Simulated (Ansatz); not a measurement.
input.yaml

```yaml
crystal:
  lattice:
    - [-3.3605841125, 3.5341313948, 3.4953190395]
    - [3.4820549797, -3.4018039408, 3.4785699376]
    - [3.2250979429, 3.2728877078, -3.3629741823]
  atoms:
    - { symbol: Sn, position: [1.003588361, 0.2403302549, 0.7465355076] }
    - { symbol: Sn, position: [-0.0050704486, 0.7595589368, 0.25429396] }
    - { symbol: Sn, position: [0.492063605, 0.5013904724, 0.5094118] }
    - { symbol: Sn, position: [0.5036435283, 0.0069657238, 0.0074106778] }
    - { symbol: O, position: [0.1880576618, 0.2108096367, 0.4956379572] }
    - { symbol: O, position: [0.7082373672, 0.7506482385, 0.9263662244] }
    - { symbol: O, position: [0.1918540431, 0.6701738331, 0.9916278583] }
    - { symbol: O, position: [0.3103798706, 0.7334880357, 0.5489962137] }
    - { symbol: O, position: [0.6808443426, 0.2576348304, 0.4541123078] }
    - { symbol: O, position: [0.2821055511, 0.2439297553, 0.0532793833] }
    - { symbol: O, position: [0.8097245632, 0.3010196773, 0.0029543174] }
    - { symbol: O, position: [0.8345744837, 0.8240505308, 0.5093737179] }
basis:
  ecutwfc: 420
kpoints:
  mp_grid: { grid: [8, 8, 8] }
hamiltonian:
  xc: pbesol
scf:
  occupations: { method: gaussian, width: 0.05 }
output:
  forces: true
  stress: true
  eigenvalues: true
  populations: true
```

Run as
```bash
ansatz run input.yaml --threads 2 --pin off --max-ram 3584MiB --backend cpu --events-out ev --progress --plain --runs-dir out
```

Level of theory: Ansatz, DFT PBEsol, scalar-relativistic, plane waves, PAW.

Part of what the program printed, abridged (iterations and final results):

```
SCF iter   1: F=—  HF=-28284.550397 eV  |F-HF|=—  |Δ(HF+E_count)|=         —  Δρ=1.65e-2  dr2=3.56e-1  ethr=1.77e-3  ⟨swp⟩=6.0  Hψ=68072  notcnv=0  defer=259
SCF iter   2: F=—  HF=-28284.458240 eV  |F-HF|=—  |Δ(HF+E_count)|=   9.22e-2  Δρ=3.04e-3  dr2=7.84e-3  ethr=3.43e-4  ⟨swp⟩=2.0  Hψ=25988  notcnv=0  defer=1673
SCF iter   3: F=—  HF=-28284.456899 eV  |F-HF|=—  |Δ(HF+E_count)|=   1.34e-3  Δρ=1.21e-3  dr2=1.66e-3  ethr=7.53e-6  ⟨swp⟩=2.4  Hψ=26836  notcnv=0  defer=1673
SCF iter   4: F=—  HF=-28284.457120 eV  |F-HF|=—  |Δ(HF+E_count)|=   2.22e-4  Δρ=6.94e-4  dr2=7.16e-4  ethr=1.60e-6  ⟨swp⟩=2.0  Hψ=25669  notcnv=0  defer=1673
SCF iter   5: F=—  HF=-28284.457077 eV  |F-HF|=—  |Δ(HF+E_count)|=   4.40e-5  Δρ=2.23e-4  dr2=8.36e-5  ethr=6.89e-7  ⟨swp⟩=2.0  Hψ=20572  notcnv=0  defer=1673
SCF iter   6: F=—  HF=-28284.457223 eV  |F-HF|=—  |Δ(HF+E_count)|=   1.47e-4  Δρ=8.40e-5  dr2=1.08e-5  ethr=8.04e-8  ⟨swp⟩=2.0  Hψ=21458  notcnv=0  defer=1673
SCF iter   7: F=—  HF=-28284.457226 eV  |F-HF|=—  |Δ(HF+E_count)|=   2.36e-6  Δρ=3.73e-5  dr2=2.19e-6  ethr=1.04e-8  ⟨swp⟩=2.0  Hψ=20760  notcnv=0  defer=1673
SCF iter   8: F=—  HF=-28284.457227 eV  |F-HF|=—  |Δ(HF+E_count)|=   1.15e-6  Δρ=1.23e-5  dr2=2.13e-7  ethr=2.10e-9  ⟨swp⟩=2.0  Hψ=21274  notcnv=0  defer=1673
SCF iter   9: F=-28284.457227 eV  HF=-28284.457227 eV  |F-HF|=4.99e-8  |Δ(HF+E_count)|=   4.04e-8  Δρ=7.44e-6  dr2=7.67e-8  ethr=9.62e-11  ⟨swp⟩=12.1  Hψ=76625  notcnv=0
SCF 1 converged in 9 iterations: F = -28284.457227 eV  dr2 = 7.67e-8
SCF converged after 9 iterations
Free energy (F): -28284.457227 eV
Harris-Foulkes:  -28284.457227 eV  (|F-HF|=4.99e-8)
Internal energy: -28284.457025 eV  (E = F + TS)
E sigma→0 (E₀):  -28284.457126 eV
Entropy (-TS):   -0.000202 eV (-0.017 meV/atom)
Fermi energy:    7.965715 eV
--- Per-component energies (eV) ---
  E_band       = -393.135746
  E_kinetic    = 2138.862770
  E_local      = -6137.016485  (includes V_loc(G=0)·N_el)
  E_nonlocal   = 275.490024
  E_hartree    = 3106.416093
  E_xc         = -2082.220512
  E_vxc        = -1116.239598  (∫ρ·V_xc dr)
  E_paw        = -17519.391944  (= ΣΔE_a)
  E_vpaw       = -1767.089929  (= ΣTr[D̂ρ^β])
  E_aug_tail   = 0.019346  (compensation charges beyond the density's cutoff)
  E_ewald      = -8068.037979
  E_core_change = 1.421662  (= ΣΔE_core)
  E_smearing   = -0.000202  (= −TS)
--- Forces (eV/Å), atoms counted from 1 ---
  atom   1  Sn     1.67298533    -1.33625931     0.06116053
  atom   2  Sn    -2.34494559     0.79058721     0.90098155
  atom   3  Sn    -1.88540110    -0.61618104     0.64798643
  atom   4  Sn    -0.20979502    -0.36695306    -0.30061784
  atom   5  O     -0.72875734     0.27068552    -1.07481738
  atom   6  O      1.66160134     0.66414827    -0.20168132
  atom   7  O      1.03911760    -0.10055610     0.75815023
  atom   8  O      1.56523950    -0.80690749     0.33020670
  atom   9  O     -0.80640255    -0.06373948     0.00752689
  atom  10  O     -0.54149618     2.22342501     0.41957865
  atom  11  O      0.46850528    -0.26609994    -0.20113225
  atom  12  O      0.10935676    -0.39216345    -1.34736852
--- Stress (GPa, compression-positive) ---
      -15.745332       3.267101      -2.575675
        3.267101      -5.200691      -1.632875
       -2.575676      -1.632875     -11.698609
  P = ⅓ Tr σ = -10.8815 GPa (-108.815 kbar)
--- Band table (eV; the first three rows and the last of 260) ---
  k-point 0: bands = ["-13.0924", "-12.9415", "-12.8630", "-12.5979", "-12.5403", "-12.4951", "-12.4265", "-12.3922", "-12.3834", "-12.3187", "-12.3052", "-12.2915", "-12.2486", "-12.2244", "-12.1551", "-12.1312", "-12.1108", "-11.9769", "-11.9438", "-11.9315", "-10.4905", "-8.9805", "-8.8994", "-8.7857", "-8.5844", "-7.8688", "-7.6360", "-7.4510", "-0.0044", "0.2199", "0.4737", "3.1495", "3.3008", "4.0056", "4.2903", "4.3015", "5.0406", "5.2597", "5.3587", "5.5000", "5.6469", "5.9778", "6.0399", "6.4449", "6.6490", "6.7764", "6.9851", "7.1014", "7.1793", "7.2814", "7.5131", "7.8940", "7.9643", "11.3396", "11.8600", "13.0593", "13.1947", "13.3934", "15.6369", "16.0771", "16.8337", "17.4851", ...
  k-point 1: bands = ["-13.0692", "-12.9535", "-12.8507", "-12.5950", "-12.5412", "-12.4827", "-12.4389", "-12.3918", "-12.3825", "-12.3202", "-12.3076", "-12.3006", "-12.2512", "-12.2380", "-12.1580", "-12.1327", "-12.1127", "-11.9820", "-11.9439", "-11.9321", "-10.4472", "-9.0501", "-8.8913", "-8.7492", "-8.5627", "-7.8748", "-7.6677", "-7.4815", "0.0561", "0.3492", "0.5620", "3.2268", "3.3967", "4.0071", "4.1403", "4.3209", "4.6277", "5.1246", "5.3657", "5.5118", "5.5944", "5.9983", "6.1156", "6.3387", "6.5351", "6.7295", "6.9721", "7.0894", "7.1742", "7.2293", "7.3525", "7.8918", "8.5249", "11.4121", "11.9451", "13.0745", "13.3765", "13.5877", "15.6246", "16.0622", "16.6911", "17.4388",  ...
  k-point 2: bands = ["-13.0234", "-12.9475", "-12.8156", "-12.6033", "-12.5848", "-12.4689", "-12.4412", "-12.3910", "-12.3822", "-12.3295", "-12.3103", "-12.3047", "-12.2843", "-12.2461", "-12.1652", "-12.1352", "-12.1167", "-11.9929", "-11.9444", "-11.9332", "-10.3125", "-9.1768", "-8.9313", "-8.7221", "-8.4794", "-7.8643", "-7.7526", "-7.5481", "0.2441", "0.6361", "0.8620", "3.3134", "3.5991", "3.7325", "3.9158", "4.1912", "4.4027", "4.7658", "5.2047", "5.3876", "5.4641", "5.9472", "6.1857", "6.2475", "6.4479", "6.7429", "6.9233", "7.0597", "7.1337", "7.1655", "7.2496", "7.7494", "9.4584", "11.5563", "12.1620", "13.1493", "13.8130", "14.0766", "15.5392", "16.0684", "16.5258", "17.1648",  ...
  k-point 259: bands = ["-12.9861", "-12.9266", "-12.8558", "-12.7281", "-12.5755", "-12.5247", "-12.4305", "-12.4159", "-12.3826", "-12.3331", "-12.3176", "-12.3030", "-12.2473", "-12.2252", "-12.1540", "-12.1295", "-12.1115", "-11.9765", "-11.9451", "-11.9307", "-9.3293", "-9.2402", "-8.9915", "-8.9306", "-8.7007", "-8.5335", "-7.7851", "-7.5321", "0.7951", "0.9685", "2.2385", "2.4943", "3.6876", "4.0180", "4.2069", "4.2750", "4.3626", "4.4872", "4.8759", "5.1641", "5.3342", "5.6394", "6.0267", "6.0871", "6.3324", "6.3995", "6.4962", "6.6106", "6.7083", "6.9532", "7.0635", "7.3619", "11.0473", "11.3620", "12.8104", "13.1342", "14.0740", "14.4155", "16.4729", "16.5582", "16.9439", "17.2802" ...
--- Löwdin populations: 12 sites ---
  site symbol q [e]
     0     Sn     12.3257
     1     Sn     12.3717
     2     Sn     12.3087
     3     Sn     12.4212
     4      O      6.7741
     5      O      6.7603
     6      O      6.7456
     7      O      6.7484
     8      O      6.7484
     9      O      6.7611
    10      O      6.7543
    11      O      6.7658
  spilling = 0.004948 (of n_electrons = 104.000000)
```

Self-consistency was reached.

It took 5 min on 2 threads of Arm Neoverse N1, with other jobs on the host, peak memory 1.8 GiB.